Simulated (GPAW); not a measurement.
Here is a GPAW 26.7.0 calculation.

run.py

```python
from ase.dft.bandgap import bandgap
from ase.io import read, write
from ase.units import Bohr, GPa
from gpaw import GPAW, PW
from gpaw.elf import elf_from_dft_calculation

atoms = read('Mg.xyz')

calc = GPAW(mode=PW(800),
            xc='LDA',
            kpts={'size': (10, 10, 5), 'gamma': True},
            occupations={'name': 'fermi-dirac', 'width': 0.05},
            nbands=19,
            convergence={'density': 1e-05, 'energy': 1e-05},
            maxiter=150,
            txt='gpaw.txt')
atoms.calc = calc
energy = atoms.get_potential_energy()
forces = atoms.get_forces()
stress = atoms.get_stress()
calc.write('gs.gpw')
write('result.traj', atoms)
print(f'Energy: {energy:.6f} eV')
print('Forces (eV/A):')
print(forces.round(4))
print('Stress (GPa):', (stress / GPa).round(3))
print('Fermi level:', round(calc.get_fermi_level(), 4), 'eV')
print(f'Gap: {bandgap(calc)[0]:.4f} eV, direct: {bandgap(calc, direct=True)[0]:.4f} eV')

# fields on the real-space grid
write('density.cube', atoms, data=calc.get_pseudo_density() * Bohr**3)
write('potential.cube', atoms, data=calc.get_electrostatic_potential())
write('elf.cube', atoms, data=elf_from_dft_calculation(calc).data)

path = atoms.cell.bandpath('GMKGALHA,LM,KH', npoints=60, eps=1e-4)
bs_calc = calc.fixed_density(kpts=path, symmetry='off', nbands=30,
                             convergence={'bands': 'CBM+6.0', 'eigenstates': 1e-6}, txt='bands.txt')
bs = bs_calc.band_structure()
bs.write('bs.json')
print(f'Gap on the path: {bandgap(bs_calc)[0]:.4f} eV')
```

Mg.xyz

```xyz
2
Lattice="3.2093000000 0.0000000000 0.0000000000 -1.6046500000 2.7793353284 0.0000000000 0.0000000000 0.0000000000 5.2103000000" Properties=species:S:1:pos:R:3 pbc="T T T"
Mg     1.6046500002      0.9264451094      3.9077250000
Mg    -0.0000000002      1.8528902190      1.3025750000
```

Potentials or basis: the program's PAW data sets (release 1.2.1) made for this functional, pw.

Launch:

```console
$ OMP_NUM_THREADS=1 python run.py
```

**Question.** Predict the band gap along the path.

**Answer.** None (metal or under the smearing width).

**Question.** Predict the pressure.

**Answer.** -2.4 GPa.

Levels at the corners of the path, in eV from the Fermi level:
```csv
point,band 8,band 9,band 10,band 11,band 12,band 13
Γ,-42.94,-6.89,-1.65,-1.31,10.81,10.81
M,-42.95,-2.16,-2.12,2.61,3.04,3.17
K,-42.96,-0.63,-0.63,-0.59,4.07,4.07
Γ,-42.94,-6.89,-1.65,-1.31,10.81,10.81
A,-42.95,-5.51,-5.51,4.95,4.95,11.55
L,-42.95,-1.09,-1.09,-0.50,-0.50,7.89
H,-42.95,0.20,0.20,0.69,0.69,1.41
A,-42.95,-5.51,-5.51,4.95,4.95,11.55
L,-42.95,-1.09,-1.09,-0.50,-0.50,7.89
M,-42.95,-2.16,-2.12,2.61,3.04,3.17
K,-42.96,-0.63,-0.63,-0.59,4.07,4.07
H,-42.95,0.20,0.20,0.69,0.69,1.41
```
